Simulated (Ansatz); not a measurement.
Space group P-3m1 (No. 164). a = 3.578 Å, b = 3.578 Å, c = 5.541 Å, α = 90.00°, β = 90.00°, γ = 120.00°
```csv
atom,site,symmetry,x,y,z
Zr,1a,-3m.,0.0000,0.0000,0.0000
S,2d,3m.,0.6667,0.3333,0.7353
```

Equation of state of this ZrS2 structure (not necessarily the ground state), with shape and atoms relaxed at each volume where symmetry leaves them free. These are results of DFT PBEsol+D3(BJ), scalar-relativistic, plane waves, PAW in Ansatz, not measurements.

Cutoff 420 eV; k points 12×12×6 on the computed 3-atom cell (Γ-centred); Gaussian smearing, width 0.01 eV; no spin polarisation.

```
V (Å³/atom) E − E(largest V) (meV/atom) P (GPa) gap on mesh (eV)
     18.022                        37.71     8.76              0.00
     18.637                         9.82     5.91              0.00
     19.251                        -8.07     3.49              0.00
     19.866                       -17.66     1.52              0.12
     20.480                       -20.49     0.00              0.29
     21.094                       -18.11    -1.17              0.46
     21.709                       -11.95    -1.98              0.62
     22.528                         0.00    -2.59              0.80
```

Q: Fit a third-order Birch–Murnaghan equation to E(V).

A: V0 = 20.50 Å³/atom, B0 = 43 GPa, B0' = 7.8.

Cost: 8 runs of about 2.6 core-minutes in all, on Intel Xeon Platinum 8488C (Sapphire Rapids) (shared hosts).